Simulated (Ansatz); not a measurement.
# hcp against fcc along the alkali metals

Theory: DFT, RPBE, plane waves (420 eV) with PAW, scalar-relativistic (Ansatz 0.2.0). (PAW data from PBE, frozen cores regenerated.)

Each structure is relaxed within its symmetry, in the lowest magnetic state of the tried starts. Differences under about 8 meV lie within the error of the k-point mesh.

```json
{"element": "Li", "E(hcp) − E(fcc) (meV/atom)": "0", "V(hcp) (Å³/atom)": "21.06", "V(fcc) (Å³/atom)": "21.04", "state of hcp": "spin not included", "state of fcc": "spin not included"}
{"element": "Na", "E(hcp) − E(fcc) (meV/atom)": "-1", "V(hcp) (Å³/atom)": "39.55", "V(fcc) (Å³/atom)": "39.51", "state of hcp": "spin not included", "state of fcc": "spin not included"}
{"element": "K", "E(hcp) − E(fcc) (meV/atom)": "-1", "V(hcp) (Å³/atom)": "80.78", "V(fcc) (Å³/atom)": "81.11", "state of hcp": "spin not included", "state of fcc": "spin not included"}
{"element": "Rb", "E(hcp) − E(fcc) (meV/atom)": "0", "V(hcp) (Å³/atom)": "100.87", "V(fcc) (Å³/atom)": "101.06", "state of hcp": "spin not included", "state of fcc": "spin not included"}
{"element": "Cs", "E(hcp) − E(fcc) (meV/atom)": "?", "V(hcp) (Å³/atom)": "?", "V(fcc) (Å³/atom)": "?", "state of hcp": "?", "state of fcc": "?"}
```

Question: Fill in the row of Cs.

Answer: E(hcp) − E(fcc) (meV/atom): 0; V(hcp) (Å³/atom): 131.41; V(fcc) (Å³/atom): 131.02; state of hcp: spin not included; state of fcc: spin not included.
